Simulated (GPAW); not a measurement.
# Nb3Sn (Pm-3n) in GPAW: notebook

One crystal, Nb3Sn, is run at these levels: PBEsol, PBEsol+D3, PBEsol+D3(BJ), PBEsol+D3(BJ)+ATM; tasks: relaxation of cell and atoms.

All numbers are computed with GPAW 26.7.0; they aren't measurements. Logs are shortened: lines on timing, memory, paths and dates and some standing lists are left out, and cuts for length are marked. The log counts tension as positive stress, the text compression.

**1. Starting point**

The structure is cubic, space group Pm-3n (No. 223). The conventional cell has a = 5.282 Å, b = 5.282 Å, c = 5.282 Å, α = 90.00°, β = 90.00°, γ = 90.00°. Around Sn (site symmetry m-3) lie 12 Nb at 2.95 Å. Nb (site symmetry -4m2) has 2 Nb at 2.64 Å and 4 Sn at 2.95 Å as nearest neighbours.

**2. Relaxation of cell and atoms, PBEsol**

File run.py:

```python
from ase import Atoms
from ase.filters import FrechetCellFilter
from ase.io import write
from ase.optimize import BFGS
from gpaw import GPAW, PW, setup_paths

setup_paths.insert(0, '.')

atoms = Atoms(['Sn', 'Sn', 'Nb', 'Nb', 'Nb', 'Nb', 'Nb', 'Nb'],
              cell=[[5.2821, 0.0, 0.0],
                    [0.0, 5.2821, 0.0],
                    [0.0, 0.0, 5.2821]],
              scaled_positions=[[0.5, 0.5, 0.5],
                                [0.0, 0.0, 0.0],
                                [0.0, 0.5, 0.25],
                                [0.0, 0.5, 0.75],
                                [0.5, 0.25, 0.0],
                                [0.75, 0.0, 0.5],
                                [0.5, 0.75, 0.0],
                                [0.25, 0.0, 0.5]],
              pbc=True)

calc = GPAW(mode=PW(600),
            xc='PBEsol',
            kpts={'size': (4, 4, 4), 'gamma': True},
            occupations={'name': 'fermi-dirac', 'width': 0.05},
            nbands=88,
            convergence={'density': 1e-05, 'forces': 0.0001},
            maxiter=150,
            txt='gpaw.txt')
atoms.calc = calc
opt = BFGS(FrechetCellFilter(atoms), trajectory='relax.traj', logfile='-')
done = opt.run(fmax=0.02, steps=60)
calc.write('gs.gpw')
write('result.traj', atoms)
print('Converged:', done)
print('Cell:', atoms.cell.cellpar().round(4))
print('Volume:', round(atoms.get_volume(), 4))
print(atoms.get_scaled_positions().round(5))
```

Potentials or basis: PAW data sets generated in the run's folder for this functional, pw.

The run is started by

```sh
gpaw-setup -f PBEsol Nb Sn
OMP_NUM_THREADS=1 python run.py
```

gpaw.txt:

```text
__  _  _
 | _ |_)|_||  |
 |__||  | ||/\| - 26.7.0

Input parameters:
  mode=PW(ecut=600.0),
  convergence={'density': 1e-05, 'forces': 0.0001},
  kpts=MonkhorstPack(size=(4, 4, 4), gamma=True),
  maxiter=150,
  nbands=88,
  occupations=Occupations(name='fermi-dirac', width=0.05),
  xc=XC(name='PBEsol')

Diagonalizing LCAO Hamiltonian
Converting LCAO to pw mode
    .------------.
   /|            |
  / |            |
 *Nb|            |
 |  |            |
 |  |    Sn      |
 |NbNb-----Nb----.
 | /      Nb    /
 |/     Nb     /
 Sn-----------*

Atoms  # Å, Bohr magnetons
|   | symbol |        x |        y |        z |    initial magnetic moments |
|---|--------|----------|----------|----------|-----------------------------|
| 0 |     Sn | 2.641050 | 2.641050 | 2.641050 | ( 0.0000,  0.0000,  0.0000) |
| 1 |     Sn | 0.000000 | 0.000000 | 0.000000 | ( 0.0000,  0.0000,  0.0000) |
| 2 |     Nb | 0.000000 | 2.641050 | 1.320525 | ( 0.0000,  0.0000,  0.0000) |
| 3 |     Nb | 0.000000 | 2.641050 | 3.961575 | ( 0.0000,  0.0000,  0.0000) |
| 4 |     Nb | 2.641050 | 1.320525 | 0.000000 | ( 0.0000,  0.0000,  0.0000) |
| 5 |     Nb | 3.961575 | 0.000000 | 2.641050 | ( 0.0000,  0.0000,  0.0000) |
| 6 |     Nb | 2.641050 | 3.961575 | 0.000000 | ( 0.0000,  0.0000,  0.0000) |
| 7 |     Nb | 1.320525 | 0.000000 | 2.641050 | ( 0.0000,  0.0000,  0.0000) |

Unit cell  # Å
| periodic |        x |        y |        z |  lengths |    angles |
|----------|----------|----------|----------|----------|-----------|
|      yes | 5.282100 | 0.000000 | 0.000000 | 5.282100 | 90.000000 |
|      yes | 0.000000 | 5.282100 | 0.000000 | 5.282100 | 90.000000 |
|      yes | 0.000000 | 0.000000 | 5.282100 | 5.282100 | 90.000000 |

Number of symmetries: 24
Symmetry operations  # r_c * U_cc + t_c -> r_c
|    | kind |            matrix            |
|----|------|------------------------------|
|  0 |  E   |  1, 0, 0,  0, 1, 0,  0, 0, 1 |
|  1 |  σ   |  1, 0, 0,  0, 1, 0,  0, 0,-1 |
|  2 |  σ   |  1, 0, 0,  0,-1, 0,  0, 0, 1 |
|  3 |  C2  |  1, 0, 0,  0,-1, 0,  0, 0,-1 |
|  4 |  C3  |  0, 1, 0,  0, 0, 1,  1, 0, 0 |
|  5 |  S6  |  0, 1, 0,  0, 0, 1, -1, 0, 0 |
|  6 |  S6  |  0, 1, 0,  0, 0,-1,  1, 0, 0 |
|  7 |  C3  |  0, 1, 0,  0, 0,-1, -1, 0, 0 |
|  8 |  C3  |  0, 0, 1,  1, 0, 0,  0, 1, 0 |
[... 218 lines left out ...]
Forces  # eV/Ang
|        x |        y |        z |
|----------|----------|----------|
| -0.00000 | -0.00000 | -0.00000 |  # Sn   0
| -0.00000 | -0.00000 | -0.00000 |  # Sn   1
|  0.00000 |  0.00000 |  0.00000 |  # Nb   2
|  0.00000 |  0.00000 | -0.00000 |  # Nb   3
|  0.00000 |  0.00000 |  0.00000 |  # Nb   4
| -0.00000 |  0.00000 |  0.00000 |  # Nb   5
|  0.00000 | -0.00000 |  0.00000 |  # Nb   6
|  0.00000 |  0.00000 |  0.00000 |  # Nb   7

Interpolating wave functions to new cell
    .------------.
   /|            |
[... 25 lines left out ...]
|      yes | 0.000000 | 5.278451 | 0.000000 | 5.278451 | 90.000000 |
|      yes | 0.000000 | 0.000000 | 5.278451 | 5.278451 | 90.000000 |

Number of symmetries: 24
Symmetry operations  # r_c * U_cc + t_c -> r_c
|    | kind |            matrix            |
|----|------|------------------------------|
|  0 |  E   |  1, 0, 0,  0, 1, 0,  0, 0, 1 |
|  1 |  σ   |  1, 0, 0,  0, 1, 0,  0, 0,-1 |
|  2 |  σ   |  1, 0, 0,  0,-1, 0,  0, 0, 1 |
|  3 |  C2  |  1, 0, 0,  0,-1, 0,  0, 0,-1 |
|  4 |  C3  |  0, 1, 0,  0, 0, 1,  1, 0, 0 |
|  5 |  S6  |  0, 1, 0,  0, 0, 1, -1, 0, 0 |
|  6 |  S6  |  0, 1, 0,  0, 0,-1,  1, 0, 0 |
|  7 |  C3  |  0, 1, 0,  0, 0,-1, -1, 0, 0 |
|  8 |  C3  |  0, 0, 1,  1, 0, 0,  0, 1, 0 |
[... 214 lines left out ...]
Forces  # eV/Ang
|        x |        y |        z |
|----------|----------|----------|
|  0.00000 |  0.00000 |  0.00000 |  # Sn   0
| -0.00000 |  0.00000 |  0.00000 |  # Sn   1
| -0.00000 |  0.00000 | -0.00006 |  # Nb   2
|  0.00000 |  0.00000 |  0.00006 |  # Nb   3
|  0.00000 | -0.00006 |  0.00000 |  # Nb   4
|  0.00006 |  0.00000 |  0.00000 |  # Nb   5
|  0.00000 |  0.00006 |  0.00000 |  # Nb   6
| -0.00006 |  0.00000 |  0.00000 |  # Nb   7

Interpolating wave functions to new cell

         Nb
               Sn

         NNb    Nb
                Nb
              Nb
       Sn

Atoms  # Å, Bohr magnetons
|   | symbol |         x |         y |         z |    initial magnetic moments |
|---|--------|-----------|-----------|-----------|-----------------------------|
| 0 |     Sn |  2.623148 |  2.623148 |  2.623148 | ( 0.0000,  0.0000,  0.0000) |
| 1 |     Sn |  0.000000 | -0.000000 |  0.000000 | ( 0.0000,  0.0000,  0.0000) |
| 2 |     Nb | -0.000000 |  2.623148 |  1.311565 | ( 0.0000,  0.0000,  0.0000) |
| 3 |     Nb |  0.000000 |  2.623148 |  3.934730 | ( 0.0000,  0.0000,  0.0000) |
| 4 |     Nb |  2.623148 |  1.311565 | -0.000000 | ( 0.0000,  0.0000,  0.0000) |
| 5 |     Nb |  3.934730 |  0.000000 |  2.623148 | ( 0.0000,  0.0000,  0.0000) |
| 6 |     Nb |  2.623148 |  3.934730 |  0.000000 | ( 0.0000,  0.0000,  0.0000) |
| 7 |     Nb |  1.311565 | -0.000000 |  2.623148 | ( 0.0000,  0.0000,  0.0000) |

Unit cell  # Å
| periodic |         x |         y |        z |  lengths |    angles |
|----------|-----------|-----------|----------|----------|-----------|
|      yes |  5.246295 |  0.000000 | 0.000000 | 5.246295 | 90.000000 |
|      yes | -0.000000 |  5.246295 | 0.000000 | 5.246295 | 90.000000 |
|      yes | -0.000000 | -0.000000 | 5.246295 | 5.246295 | 90.000000 |

Number of symmetries: 24
Symmetry operations  # r_c * U_cc + t_c -> r_c
|    | kind |            matrix            |
|----|------|------------------------------|
|  0 |  E   |  1, 0, 0,  0, 1, 0,  0, 0, 1 |
|  1 |  σ   |  1, 0, 0,  0, 1, 0,  0, 0,-1 |
|  2 |  σ   |  1, 0, 0,  0,-1, 0,  0, 0, 1 |
|  3 |  C2  |  1, 0, 0,  0,-1, 0,  0, 0,-1 |
|  4 |  C3  |  0, 1, 0,  0, 0, 1,  1, 0, 0 |
|  5 |  S6  |  0, 1, 0,  0, 0, 1, -1, 0, 0 |
|  6 |  S6  |  0, 1, 0,  0, 0,-1,  1, 0, 0 |
|  7 |  C3  |  0, 1, 0,  0, 0,-1, -1, 0, 0 |
|  8 |  C3  |  0, 0, 1,  1, 0, 0,  0, 1, 0 |
[... 150 lines left out ...]
SCF iterations
|iter     | |      energy | eigst |  dens |force |
|---------|-|-------------|-------|-------|------|
|iter:   1| |  -77.337432 | -1.34 |       |      |
|iter:   2| |  -77.324495 | -3.17 | -2.04 |      |
|iter:   3| |  -77.267496 | -2.88 | -2.08 |      |
|iter:   4| |  -77.268648 | -4.17 | -2.97 |      |
|iter:   5| |  -77.269315c| -5.01 | -3.39 |      |
|iter:   6| |  -77.269320c| -6.40 | -4.25 |      |
|iter:   7| |  -77.269318c| -7.53c| -4.68 |      |
|iter:   8| |  -77.269319c| -7.48c| -5.08c|      |
|iter:   9| |  -77.269319c| -7.94c| -5.85c|-4.61c|

Converged in 9 steps
Energy contributions relative to reference atoms: (reference = -958963.478680)
[... 40 lines left out ...]
No gap
No difference between direct/indirect transitions

Stress tensor  # eV/Ang^3
|         x |         y |         z |
|-----------|-----------|-----------|
| -0.000423 |  0.000000 |  0.000000 |
|  0.000000 | -0.000423 |  0.000000 |
|  0.000000 |  0.000000 | -0.000423 |

Forces  # eV/Ang
|        x |        y |        z |
|----------|----------|----------|
|  0.00000 |  0.00000 |  0.00000 |  # Sn   0
|  0.00000 |  0.00000 |  0.00000 |  # Sn   1
| -0.00000 |  0.00000 | -0.00003 |  # Nb   2
|  0.00000 |  0.00000 |  0.00003 |  # Nb   3
|  0.00000 | -0.00003 |  0.00000 |  # Nb   4
|  0.00003 |  0.00000 |  0.00000 |  # Nb   5
|  0.00000 |  0.00003 |  0.00000 |  # Nb   6
| -0.00003 | -0.00000 |  0.00000 |  # Nb   7

# Writing to gs.gpw (mode='')
```

stdout:

```text
Step          Energy          fmax
BFGS:    0      -77.286907        0.387035
BFGS:    1      -77.292950        0.347707
BFGS:    2      -77.317197        0.007636
Converged: True
Cell: [ 5.2463  5.2463  5.2463 90.     90.     90.    ]
Volume: 144.397
[[0.5  0.5  0.5 ]
 [0.   0.   0.  ]
 [0.   0.5  0.25]
 [0.   0.5  0.75]
 [0.5  0.25 0.  ]
 [0.75 0.   0.5 ]
 [0.5  0.75 0.  ]
 [0.25 0.   0.5 ]]
```

Wall time 3.8 min (1 thread of Arm Neoverse V2, shared host); peak memory 0.38 GiB.

Results:

| Quantity | Value |
| --- | --- |
| Free energy | -77.3172 eV |
| Relaxed volume | 18.05 Å³/atom |
| Relaxed cell | a = 5.246 Å, b = 5.246 Å, c = 5.246 Å, α = 90.00°, β = 90.00°, γ = 90.00° |
| Space group after relaxing (to 0.05 Å) | Pm-3n (No. 223) |
| Energy gained by relaxing | 4.0 meV/atom |
| Ionic steps | 3 |
| Pressure after relaxing | 0.1 GPa |
| Band gap on the k mesh | none (metal or under the smearing width) |

Step by step:
```tsv
step	energy change (eV)	largest force (eV/Å)	pressure (GPa)	volume (Å³)
1	0.0000	0.0000	-3.37	147.37
2	-0.0062	0.0001	-3.03	147.07
3	-0.0321	0.0000	0.07	144.40
```

Final structure:
```
Sn Nb
1.0
     5.24630    0.00000    0.00000
     0.00000    5.24630    0.00000
     0.00000    0.00000    5.24630
Sn Nb
2 6
Direct
  0.50000 0.50000 0.50000
  0.00000 0.00000 0.00000
  0.00000 0.50000 0.25000
  0.00000 0.50000 0.75000
  0.50000 0.25000 0.00000
  0.75000 0.00000 0.50000
  0.50000 0.75000 0.00000
  0.25000 0.00000 0.50000
```

Levels at points of the mesh, in eV from the Fermi level:
```
           k point  band 51  band 52  band 53  band 54  band 55  band 56  band 57  band 58
(0.00, 0.00, 0.00)    -0.58    -0.58    -0.09    -0.09     2.41     2.41     2.41     2.57
(0.50, 0.00, 0.00)    -0.89    -0.89    -0.39    -0.39     1.53     1.53     2.20     2.20
(0.50, 0.50, 0.00)     0.12     0.12     0.18     0.57     0.62     0.62     0.75     0.86
(0.50, 0.50, 0.50)    -0.02    -0.02     0.10     0.10     0.10     0.10     0.10     0.10
```

Caveat: later steps reuse the first step's grids.

**3. Relaxation of cell and atoms, PBEsol+D3**

run.py, as its differences from that of step 2:

```diff
@@ -1,2 +1,3 @@
 from ase import Atoms
+from ase.calculators.mixing import SumCalculator
 from ase.filters import FrechetCellFilter
@@ -4,2 +5,3 @@
 from ase.optimize import BFGS
+from dftd3.ase import DFTD3
 from gpaw import GPAW, PW, setup_paths
@@ -30,3 +32,3 @@
             txt='gpaw.txt')
-atoms.calc = calc
+atoms.calc = SumCalculator([calc, DFTD3(method='pbesol', damping='d3zero')])
 opt = BFGS(FrechetCellFilter(atoms), trajectory='relax.traj', logfile='-')
```

Potentials or basis: PAW data sets generated in the run's folder for this functional, pw.

The run is started by

```sh
gpaw-setup -f PBEsol Nb Sn
OMP_NUM_THREADS=1 python run.py
```

Run time: 5.4 min. Hardware: 1 thread of Arm Neoverse V2, shared host; peak memory 0.39 GiB.

The run converged. Its results:

```yaml
Free_energy: -80.5303 eV
Relaxed_volume: 17.55 Å³/atom
Relaxed_cell: a = 5.198 Å, b = 5.198 Å, c = 5.198 Å, α = 90.00°, β = 90.00°, γ = 90.00°
Space_group_after_relaxing_to_0.05_Å: Pm-3n (No. 223)
Energy_gained_by_relaxing: 23.3 meV/atom
Ionic_steps: 4
Pressure_after_relaxing: 0.0 GPa
Band_gap_on_the_k_mesh: none (metal or under the smearing width)
Dispersion_energy_per_atom: -0.410 eV
```

Step by step:
```csv
step,energy change (eV),largest force (eV/Å),pressure (GPa),volume (Å³)
1,0.0000,0.0000,-8.11,147.37
2,-0.0357,0.0000,-7.35,146.64
3,-0.1863,0.0000,0.47,140.04
4,-0.1866,0.0000,-0.02,140.41
```

Final structure:
```
Sn Nb
1.0
     5.19758    0.00000    0.00000
     0.00000    5.19758    0.00000
     0.00000    0.00000    5.19758
Sn Nb
2 6
Direct
  0.50000 0.50000 0.50000
  0.00000 0.00000 0.00000
  0.00000 0.50000 0.25000
  0.00000 0.50000 0.75000
  0.50000 0.25000 0.00000
  0.75000 0.00000 0.50000
  0.50000 0.75000 0.00000
  0.25000 0.00000 0.50000
```

Levels at points of the mesh, in eV from the Fermi level:
```tsv
k point	band 50	band 51	band 52	band 53	band 54	band 55	band 56	band 57	band 58	band 59
(0.00, 0.00, 0.00)	-0.60	-0.60	-0.60	-0.09	-0.09	2.48	2.48	2.48	2.75	3.69
(0.50, 0.00, 0.00)	-1.13	-0.94	-0.94	-0.37	-0.37	1.60	1.60	2.26	2.26	2.84
(0.50, 0.50, 0.00)	0.08	0.10	0.10	0.23	0.57	0.66	0.66	0.76	0.86	1.22
(0.50, 0.50, 0.50)	-0.04	-0.04	-0.04	0.13	0.13	0.13	0.13	0.13	0.13	2.62
```

Caveat: later steps reuse the first step's grids; pairwise dispersion overbinds metals, which lowers pressure and volume.

[end of part 1 of 2]
